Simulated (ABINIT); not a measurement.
# GaAs (F-43m) in ABINIT: settings compared

The runs below take GaAs through single point, with r2SCAN, LDA.

All numbers are computed with ABINIT 10.8.3 (patched build); they aren't measurements. Logs are shortened: lines on timing, memory, paths and dates and some standing lists are left out, and cuts for length are marked. The log counts tension as positive stress, the text compression.

## 1. Starting point

The structure is cubic, space group F-43m (No. 216). The conventional cell has a = 5.654 Å, b = 5.654 Å, c = 5.654 Å, α = 90.00°, β = 90.00°, γ = 90.00°. As (site symmetry -43m) has 4 Ga at 2.45 Å as nearest neighbours. Around Ga (site symmetry -43m) lie 4 As at 2.45 Å.

## 2. Single point, r2SCAN

Contents of run.abi:

```
# Pseudopotentials
pp_dirpath "./"
pseudos "As.GGA_PBE-JTH.xml, Ga.GGA_PBE-JTH.xml"

# Structure
acell 7.55468967 7.55468967 7.55468967
rprim
     0.0000000000     0.7071067812     0.7071067812
     0.7071067812     0.0000000000     0.7071067812
     0.7071067812     0.7071067812     0.0000000000
ntypat 2
znucl 33 31
natom 2
typat 1 2
xred
     0.7500000000     0.7500000000     0.7500000000
     0.0000000000     0.0000000000     0.0000000000

# Plane-wave basis
ecut 20.0
pawecutdg 40.0

# k points
kptopt 1
ngkpt 3 3 3
nshiftk 1
shiftk 0.0 0.0 0.0

# Exchange and correlation
ixc -497498
usekden 1
pawxcdev 0

# Bands and occupations
nband 18
occopt 3
tsmear 0.00183747

# SCF cycle
nstep 100
tolvrs 1.0e-7

# Output
iomode 3
prtwf 0
prtden 0
prteig 0
prtebands 0
enunit 1
```

Potentials or basis: JTH PAW PBE v2.0.

Launch:

```console
> abinit run.abi > log 2>&1
```

run.abo:

```text
.Version 10.8.3 of ABINIT
 Symmetries : space group F-4 3 m (#216); Bravais cF (face-center cubic)
================================================================================
 Values of the parameters that define the memory need of the present run
     intxc =       0    ionmov =       0      iscf =      17    lmnmax =      18
     lnmax =       6     mgfft =      32  mpssoang =       3    mqgrid =    3001
     natom =       2  nloc_mem =       2    nspden =       1   nspinor =       1
    nsppol =       1      nsym =      24    n1xccc =       1    ntypat =       2
    occopt =       3   xclevel =       2
       mpw =        1308          nfft =       32768          nkpt =           4
 PAW method is used; the additional fine FFT grid is defined by:
   mgfftf=        45    nfftf =     91125
================================================================================
================================================================================

--------------------------------------------------------------------------------
------------- Echo of variables that govern the present computation ------------
--------------------------------------------------------------------------------
 -outvars: echo values of preprocessed input variables --------
            acell      7.5546896700E+00  7.5546896700E+00  7.5546896700E+00 Bohr
              amu      7.49215900E+01  6.97230000E+01
             ecut      2.00000000E+01 Hartree
           enunit           1
              ixc     -497498
         kptrlatt        3    0    0      0    3    0      0    0    3
          kptrlen      2.26640690E+01
            natom           2
            nband          18
            ngfft          32      32      32
          ngfftdg          45      45      45
             nkpt           4
            nstep         100
             nsym          24
           ntypat           2
           occopt           3
        pawecutdg      4.00000000E+01 Hartree
         pawxcdev           0
           prtden           0
        prtebands           0
           prteig           0
          prtkden           1
            prtwf           0
            rprim      0.0000000000E+00  7.0710678120E-01  7.0710678120E-01
                       7.0710678120E-01  0.0000000000E+00  7.0710678120E-01
                       7.0710678120E-01  7.0710678120E-01  0.0000000000E+00
          spgroup         216
           tolvrs      1.00000000E-07
           tsmear      1.83747000E-03 Hartree
            typat      1  2
          usekden           1
           useylm           1
           xangst      4.2402749972E+00  4.2402749972E+00  4.2402749972E+00
                       0.0000000000E+00  0.0000000000E+00  0.0000000000E+00
            xcart      8.0129584433E+00  8.0129584433E+00  8.0129584433E+00
                       0.0000000000E+00  0.0000000000E+00  0.0000000000E+00
             xred      7.5000000000E-01  7.5000000000E-01  7.5000000000E-01
                       0.0000000000E+00  0.0000000000E+00  0.0000000000E+00
            znucl       33.00000   31.00000

[... 132 lines left out ...]
    2      -0.000000000000     -0.000000000000      0.000000000000

 cartesian coordinates (angstrom) at end:
    1      4.24027499721878     4.24027499721878     4.24027499721878
    2      0.00000000000000     0.00000000000000     0.00000000000000

 cartesian forces (hartree/bohr) at end:
    1      0.00000000000000     0.00000000000000    -0.00000000000000
    2     -0.00000000000000    -0.00000000000000     0.00000000000000
 frms,max,avg= 1.9303818E-28 3.0243271E-28   0.000E+00  0.000E+00  0.000E+00 h/b

 cartesian forces (eV/Angstrom) at end:
    1      0.00000000000000     0.00000000000000    -0.00000000000000
    2     -0.00000000000000    -0.00000000000000     0.00000000000000
 frms,max,avg= 9.9264223E-27 1.5551715E-26   0.000E+00  0.000E+00  0.000E+00 e/A
 length scales=  7.554689670000  7.554689670000  7.554689670000 bohr
              =  3.997769606096  3.997769606096  3.997769606096 angstroms
 Fermi (or HOMO) energy (eV) =   4.78388   Average Vxc (eV)=  -9.50085
 Eigenvalues (   eV  ) for nkpt=   4  k points:
 kpt#   1, nband= 18, wtk=  0.03704, kpt=  0.0000  0.0000  0.0000 (reduced coord)
 -31.52877  -31.52877  -31.52877  -31.51921  -31.51921  -11.06815  -11.06815  -11.06815
 -10.97672  -10.97672   -8.94091    4.26062    4.26062    4.26062    5.25221    8.24859
   8.24859    8.24859
 prteigrs : prtvol=0 or 1, do not print more k-points.

--- !EnergyTerms
iteration_state     : {dtset: 1, }
comment             : Components of total free energy in Hartree
kinetic             :  8.85615140032584E+00
hartree             :  6.19757421480734E+01
xc                  : -3.58251214182388E+00
Ewald energy        : -9.91764168867730E+01
psp_core            :  4.32126658243242E+00
local_psp           : -1.63325430268594E+02
PAW spherical_terms :  1.23508184251465E+01
internal            : -1.78580380741213E+02
'-kT*entropy'       : -2.54193572559123E-07
total_energy        : -1.78580380995407E+02
total_energy_eV     : -4.85941972322046E+03
...

--- !EnergyTermsDC
iteration_state     : {dtset: 1, }
comment             : '"Double-counting" decomposition of free energy'
band_energy         : -1.59712917263902E+01
Ewald energy        : -9.91764168867730E+01
psp_core            :  4.32126658243242E+00
xc_dc               : -6.07455050202844E+01
PAW spherical_terms : -7.00848323594555E+00
internal            : -1.78580430286961E+02
'-kT*entropy'       : -2.54193572559123E-07
total_energy_dc     : -1.78580430541154E+02
total_energy_dc_eV  : -4.85942107142893E+03
...

--- !EnergyTermsWithPAWCore
iteration_state     : {dtset: 1, }
comment             : 'Components of total free energy, including PAW core contributions'
Total energy        : -4.20561172238166E+03
Total energy DC     : -4.20561177192741E+03
Total energy (eV)   : -1.14440524978353E+05
Total energy DC (eV): -1.14440526326561E+05
...

 Cartesian components of stress tensor (hartree/bohr^3)
  sigma(1 1)= -5.56881447E-05  sigma(3 2)=  0.00000000E+00
  sigma(2 2)= -5.56881447E-05  sigma(3 1)=  0.00000000E+00
  sigma(3 3)= -5.56881447E-05  sigma(2 1)=  0.00000000E+00

-Cartesian components of stress tensor (GPa)         [Pressure=  1.6384E+00 GPa]
- sigma(1 1)= -1.63840178E+00  sigma(3 2)=  0.00000000E+00
- sigma(2 2)= -1.63840178E+00  sigma(3 1)=  0.00000000E+00
- sigma(3 3)= -1.63840178E+00  sigma(2 1)=  0.00000000E+00

== END DATASET(S) ==============================================================
================================================================================

 -outvars: echo values of variables after computation  --------
            acell      7.5546896700E+00  7.5546896700E+00  7.5546896700E+00 Bohr
           etotal     -1.7858043054E+02
            fcart      1.0081090182E-28  1.0081090182E-28 -3.0243270547E-28
                      -1.0081090182E-28 -1.0081090182E-28  3.0243270547E-28
            rprim      0.0000000000E+00  7.0710678120E-01  7.0710678120E-01
                       7.0710678120E-01  0.0000000000E+00  7.0710678120E-01
                       7.0710678120E-01  7.0710678120E-01  0.0000000000E+00
           strten     -5.5688144715E-05 -5.5688144715E-05 -5.5688144715E-05
                       0.0000000000E+00  0.0000000000E+00  0.0000000000E+00
           xangst      4.2402749972E+00  4.2402749972E+00  4.2402749972E+00
                       0.0000000000E+00  0.0000000000E+00  0.0000000000E+00
             xred      7.5000000000E-01  7.5000000000E-01  7.5000000000E-01
                       0.0000000000E+00  0.0000000000E+00  0.0000000000E+00
 Calculation completed.
```

It took 16 s on 1 thread of Arm Neoverse V2, shared host; peak memory 0.12 GiB.

What came out:

```
Free energy                                           : -4859.4211 eV
Pressure                                              : 1.6 GPa
Band gap on the k mesh                                : 0.99 eV, direct
Valence electrons inside the program's atomic spheres : As 12.74; Ga 11.07
```

Caveat: the k mesh is coarse (spacing up to 0.64 Å⁻¹), so the values aren't converged; totals of a meta-GGA on PAW files have another zero than those of a GGA; the PAW data sets were made with another functional, which shifts forces and pressure a little. r2SCAN opens gaps a little over a GGA but as a rule still falls short of measured ones.

## 3. Single point, LDA

Edit run.abi of step 2 so:

```diff
@@ -2,3 +2,3 @@
 pp_dirpath "./"
-pseudos "As.GGA_PBE-JTH.xml, Ga.GGA_PBE-JTH.xml"
+pseudos "As.LDA_PW-JTH.xml, Ga.LDA_PW-JTH.xml"
 
@@ -19,4 +19,4 @@
 # Plane-wave basis
-ecut 20.0
-pawecutdg 40.0
+ecut 17.0
+pawecutdg 34.0
 
@@ -29,5 +29,3 @@
 # Exchange and correlation
-ixc -497498
-usekden 1
-pawxcdev 0
+ixc 7
 
@@ -36,3 +34,3 @@
 occopt 3
-tsmear 0.00183747
+tsmear 0.05 eV
 
@@ -40,3 +38,3 @@
 nstep 100
-tolvrs 1.0e-7
+tolvrs 1.0e-9
 
@@ -45,5 +43,9 @@
 prtwf 0
-prtden 0
 prteig 0
 prtebands 0
-enunit 1
+enunit 2
+prtvol 2
+prtden 1
+prtvha 1
+prtvclmb 1
+prtpot 1
```

Potentials or basis: JTH PAW LDA v2.0.

Launch:

```console
> abinit run.abi > log 2>&1
```

It took 3.9 s on 1 thread of Arm Neoverse V1, shared host; peak memory 0.11 GiB.

It converged, with:

```
Free energy                                           : -5263.6417 eV
Pressure                                              : -0.6 GPa
Band gap on the k mesh                                : 0.23 eV, direct
Valence electrons inside the program's atomic spheres : As 12.77; Ga 11.09
```

Levels at points of the mesh, in eV from the valence-band top:
```tsv
k point	band 10	band 11	band 12	band 13	band 14	band 15	band 16	band 17	band 18
(0.00, 0.00, 0.00)	-14.96	-12.80	0.00	0.00	0.00	0.23	3.59	3.59	3.59
```

Caveat: the k mesh is coarse (spacing up to 0.64 Å⁻¹), so the values aren't converged.
